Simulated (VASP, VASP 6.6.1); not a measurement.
# Iron moment in stripe-ordered BaFe2S3: PBEsol and LDA compared with neutron diffraction

## The question

BaFe$_2$S$_3$ contains two-leg ladders of iron and orders antiferromagnetically in a stripe pattern at ambient pressure. The reference is an ordered moment of 1.2 $\mu_\mathrm{B}$ per Fe at 4 K, obtained by neutron powder diffraction on crushed crystals, sample 1 ("Pressure-induced Superconductivity in the Iron-based Ladder Material BaFe2S3", 2015, arXiv:1507.05864). Diffraction sees only the static, long-range ordered part of the moment. Fluctuations reduce that part, and in this compound we also expect it to depend on the iron stoichiometry of the sample.

| compared with | measured | source's wording or label | T (K) | method |
| --- | --- | --- | --- | --- |
| size of the moment in the PAW sphere of Fe (μB) | 1.2 | ordered moment per Fe, stripe-type order | 4 | neutron powder diffraction |

Conditions are those given with the value in the passage it was taken from; "not stated" means there, and the paper may say more elsewhere. The values are a selection: others may have been left out beforehand as unlike or outlying.

## How to go about it

We want the size of the iron moment in the stripe-ordered state, with a target of 10 % around the measured value, that is, roughly 1.1 to 1.3 $\mu_\mathrm{B}$. This is our own choice: it is narrow enough to separate a weakly polarised iron from the high-spin ion, whose spin-only moment would be 4 $\mu_\mathrm{B}$.

The model is the 12-atom primitive cell at the lattice parameters of a published structure refinement, with collinear spins. Within each ladder it can hold the stripe order, with parallel spins on a rung and opposed spins along the legs. The full magnetic cell is larger than the chemical one, so the alternation between ladders is left out; we expect this to matter less for the size of the moment than the order within a ladder.

We start from PBEsol without a Hubbard term. A $U$ on iron is the usual route to a gap in a correlated insulator, but it also localises the d electrons and should drive the moment further up, where static calculations already tend to lie too high. A non-magnetic calculation would be cheaper and has no moment to compare. After comparing two magnetic orders we will test mesh and cutoff, and then set a neighbouring functional beside the result. The moment is taken inside the PAW sphere of Fe, which misses the tails of the spin density, and the calculation lacks the quantum fluctuations that lower the ordered moment.

System: BaFe2S3; Cmcm (No. 63), 12 atoms in the cell; conventional a = 8.784, b = 11.219, c = 5.286 A, from a published structure refinement (COD).

On the selection of runs and values: 2 further cited values are not listed: repeats, values quoted from earlier work, more than five for one quantity or six quantities, or quantities that fewer than three runs give. Further runs on this system are not shown.

## 1. Stripe order against parallel spins

The moment of an iron sulphide with itinerant electrons can depend strongly on the magnetic order, so we run the stripe pattern and the ferromagnetic one at the same settings. We expect the stripe to be lower in energy and its moment to lie above the measured one.

**Run 1.** VASP 6.6.1: PBEsol, alternating starting moments; 400 eV, 4x4x6 k mesh; measured cell of 12 atoms; signs reached: Fe at (0.85, 0.85, 0.50) +, Fe at (0.15, 0.15, 0.00) -, Fe at (0.15, 0.15, 0.50) +, Fe at (0.85, 0.85, 0.00) -.

Key lines of the input:
```
ALGO = Normal
EDIFF = 1E-06
ENCUT = 400
GGA = PS
ISMEAR = 1
ISPIN = 2
LMAXMIX = 4
MAGMOM = 0 0 3 -3 3 -3 0 0 0 0 0 0
NBANDS = 62
NELM = 150
PREC = Accurate
SIGMA = 0.15
KPOINTS: Gamma, 4 4 6
PAW data sets: Ba_sv Fe S (PBE 64)
```

Command:
```
mpirun -np 8 vasp_std
```

Selected lines of the output:
```
   1 F= -.78468813E+02 E0= -.78477089E+02  d E =0.248269E-01  mag=    -0.0000
    6       -0.012  -0.035  -2.289  -2.336
```

Converged; 2.3 min on 8 cores of Intel Xeon Platinum 8488C (Sapphire Rapids), shared host.

**Run 2.** VASP 6.6.1: PBEsol, parallel starting moments; 400 eV, 4x4x6 k mesh; measured cell of 12 atoms.

Key lines of the input, as changed from run 1:
```diff
- MAGMOM = 0 0 3 -3 3 -3 0 0 0 0 0 0
+ MAGMOM = 0 0 3 3 3 3 0 0 0 0 0 0
```

Selected lines of the output:
```
   1 F= -.77462604E+02 E0= -.77461238E+02  d E =-.409880E-02  mag=    10.4526
    6        0.013   0.028   2.252   2.293
tot          0.084   0.517   9.048   9.650
```

Converged; 1.7 min of wall time.

| quantity | run 1 | run 2 | measured |
| --- | --- | --- | --- |
| size of the moment in the PAW sphere of Fe (μB) | 2.336 | 2.293 | 1.2 |
| total moment per formula unit (μB) | 0.000 | 5.227 |  |
| energy less that of the first magnetic order tried at the same settings (meV) | – | 507.9 |  |

The converged signs are those of the stripe: iron atoms at the same height along $c$, which form a rung, have parallel spins, and the spin reverses from one rung to the next. This order lies 507.9 meV per formula unit below the parallel one, so the choice between the two is clear.

The moment is another matter. At 2.336 $\mu_\mathrm{B}$ it is nearly twice the measured value, a far larger excess than our target allows. The magnetic order does not explain it, since parallel spins give almost the same moment, 2.293 $\mu_\mathrm{B}$. Iron therefore carries a robust local moment at this level, contrary to our concern that its size might depend strongly on the order. Nor does the sphere help: in the parallel state the whole cell holds more spin than all the PAW spheres together, so the missing tails make the sphere value too small, if anything.

## 2. Denser mesh and higher cutoff

Before the excess is put down to the functional or to the static picture, we test the stripe state with a denser k mesh and, separately, with a higher plane-wave cutoff. With a moment this robust we expect changes of a few hundredths of a $\mu_\mathrm{B}$ at most, which would leave the miss as it is.

**Run 3.** VASP 6.6.1: PBEsol, alternating starting moments; 400 eV, 6x6x8 k mesh; measured cell of 12 atoms.

Key lines of the input, as changed from run 1:
```diff
- KPOINTS: Gamma, 4 4 6
+ KPOINTS: Gamma, 6 6 8
```

Selected lines of the output:
```
    6       -0.012  -0.035  -2.289  -2.336
```

Converged; 2.9 min of wall time.

**Run 4.** VASP 6.6.1: PBEsol, alternating starting moments; 550 eV, 4x4x6 k mesh; measured cell of 12 atoms.

Key lines of the input, as changed from run 1:
```diff
- ENCUT = 400
+ ENCUT = 550
```

Selected lines of the output:
```
    6       -0.012  -0.035  -2.289  -2.336
```

Converged; 2.4 min of wall time.

| quantity | run 3 | run 4 | measured |
| --- | --- | --- | --- |
| size of the moment in the PAW sphere of Fe (μB) | 2.336 | 2.336 | 1.2 |
| total moment per formula unit (μB) | 0.000 | 0.000 |  |

Neither the denser mesh nor the higher cutoff changes the moment: both return 2.336 $\mu_\mathrm{B}$, with any difference below the printed precision. The excess over experiment is therefore not a matter of these two settings.

## 3. A relaxed cell and LDA

Two influences could still lower the moment without leaving the static picture. One is the structure: iron moments in such sulphides are sensitive to the Fe–S distance, and PBEsol may prefer shorter bonds than the refined ones. We therefore relax the cell in the stripe state. The other is the functional, and here we take LDA at the measured cell, because it usually polarises iron less than gradient-corrected functionals do. We expect both to reduce the moment somewhat, but hardly by the factor of two that is needed. A Hubbard term is left aside, since it should act in the opposite direction.

**Run 5.** VASP 6.6.1: PBEsol, alternating starting moments; 400 eV, 4x4x6 k mesh; PBEsol-relaxed cell of 12 atoms, relaxed twice.

Key lines of the input, as changed from run 2:
```diff
- MAGMOM = 0 0 3 3 3 3 0 0 0 0 0 0
+ MAGMOM = 0 0 3 -3 3 -3 0 0 0 0 0 0
```

Selected lines of the output:
```
   1 F= -.79127154E+02 E0= -.79124254E+02  d E =-.870126E-02  mag=    -0.0000
    6       -0.006  -0.028  -1.584  -1.619
```

Converged; 22 min of wall time.

**Run 6.** VASP 6.6.1: LDA, alternating starting moments; 400 eV, 4x4x6 k mesh; measured cell of 12 atoms.

Key lines of the input, as changed from run 1:
```diff
- GGA = PS
+ GGA = CA
- PAW data sets: Ba_sv Fe S (PBE 64)
+ PAW data sets: Ba_sv Fe S (LDA 64)
```

Selected lines of the output:
```
    6       -0.008  -0.030  -2.030  -2.069
```

Converged; 2 min of wall time.

| quantity | run 5 | run 6 | measured |
| --- | --- | --- | --- |
| size of the moment in the PAW sphere of Fe (μB) | 1.619 | 2.069 | 1.2 |
| total moment per formula unit (μB) | 0.000 | 0.000 |  |

Relaxing the structure lowers the moment far more than we expected, from 2.336 to 1.619 $\mu_\mathrm{B}$. This removes more than half of the excess, but the result is still about 35 % above the measured value and misses the target. The moment we had called robust is so only against a change of magnetic order; it depends strongly on the structure. Shorter Fe–S bonds, which broaden the d bands, are the likely reason, though the distances are not shown in this report.

The lower moment does not make the relaxed structure the better description. If PBEsol binds the iron too tightly to its neighbours, an error in the structure is offsetting part of the excess found at the refined cell.

LDA at the measured cell gives 2.069 $\mu_\mathrm{B}$, lower than PBEsol as we expected, but still about 72 % too high. Here the change of functional matters less than the change of structure.

## The runs side by side

| run | settings | size of the moment in the PAW sphere of Fe (μB) | deviation | cost |
| --- | --- | --- | --- | --- |
| 1 | PBEsol, Fe at (0.15, 0.15, 0.00) -, Fe at (0.15, 0.15, 0.50) +, Fe at (0.85, 0.85, 0.00) - | 2.336 | +1.136 (+94.7 %) | 19 core-min |
| 2 | PBEsol, parallel starting moments, 400 eV, 4x4x6 k mesh, measured cell of 12 atoms | 2.293 |  | 13 core-min |
| 3 | PBEsol, alternating starting moments, 400 eV, 6x6x8 k mesh, measured cell of 12 atoms | 2.336 | +1.136 (+94.7 %) | 23 core-min |
| 4 | PBEsol, alternating starting moments, 550 eV, 4x4x6 k mesh, measured cell of 12 atoms | 2.336 | +1.136 (+94.7 %) | 19 core-min |
| 5 | PBEsol, alternating starting moments, 400 eV, 4x4x6 k mesh, PBEsol-relaxed cell of 12 atoms, relaxed twice | 1.619 | +0.419 (+34.9 %) | 2.9 core-h |
| 6 | LDA, alternating starting moments, 400 eV, 4x4x6 k mesh, measured cell of 12 atoms | 2.069 | +0.869 (+72.4 %) | 16 core-min |
|  | measured | 1.2 |  |  |

Further runs on the same system, made beside this series (convergence steps with loose settings among them):

| further | settings | size of the moment in the PAW sphere of Fe (μB) | deviation | cost |
| --- | --- | --- | --- | --- |
| F1 | r2SCAN, alternating starting moments, 400 eV, 4x4x6 k mesh, measured cell of 12 atoms, LASPH on | 2.953 | +1.753 (+146.1 %) | 55 core-min |
| F2 | PBEsol+U (Fe 2 eV), alternating starting moments, 400 eV, 4x4x6 k mesh, measured cell of 12 atoms, LASPH on | 2.938 | +1.738 (+144.8 %) | 23 core-min |
| F3 | PBEsol+U (Fe 6 eV), alternating starting moments, 400 eV, 4x4x6 k mesh, measured cell of 12 atoms, LASPH on | 3.523 | +2.323 (+193.6 %) | 26 core-min |
| F4 | PBEsol, alternating starting moments, 400 eV, 3x3x3 k mesh, measured cell of 12 atoms | 2.337 | +1.137 (+94.8 %) | 2.9 core-min |
|  | measured | 1.2 |  |  |

## What the runs support

PBEsol in the stripe order at the measured cell misses the 10 % target by a wide margin: it gives 2.336 $\mu_\mathrm{B}$ per iron against 1.2 $\mu_\mathrm{B}$, about 95 % too much, for 19 core-minutes. Denser mesh and higher cutoff left this value unchanged, and even a coarser mesh moves it by only 0.001 $\mu_\mathrm{B}$.

The most informative step was the relaxation, which lowered the moment to 1.619 $\mu_\mathrm{B}$ for 2.9 core-hours. That is the closest result shown, but still 35 % too high, and its approach to experiment may rest on an error in the relaxed structure. LDA at the measured cell removes only a small part of the excess.

Leaving out a Hubbard term was sound for this quantity. With $U$ = 2 eV the moment is 2.938 $\mu_\mathrm{B}$, and with 6 eV it is 3.523 $\mu_\mathrm{B}$; r$^2$SCAN also goes the wrong way, to 2.953 $\mu_\mathrm{B}$.

Every level errs upwards. Fluctuations, absent from these static calculations, lower the ordered moment seen by neutrons and so have the right sign; how much of the excess they explain is not shown in this report. The spin tails outside the sphere are unlikely to explain it, as judged from the parallel state, where including them raises the moment. The measured value may also depend on the iron content of the sample, which leaves some doubt about the reference. The effect of the alternation between ladders, which needs a larger magnetic cell, is likewise not shown here.

[Logs are printed without paths, hosts, clocks, repeated set-up lines and the standing remarks that a program may print on its own settings, such as how far it seeks lower states.]

[The runs shown are a pick from a larger set of finished runs; failed, doubtful and other runs were left out of it ahead of writing. So were measured values far from every level or from commonly accepted values, and agreement can look better than it is. Lines of input and output are excerpts and may be shortened.]
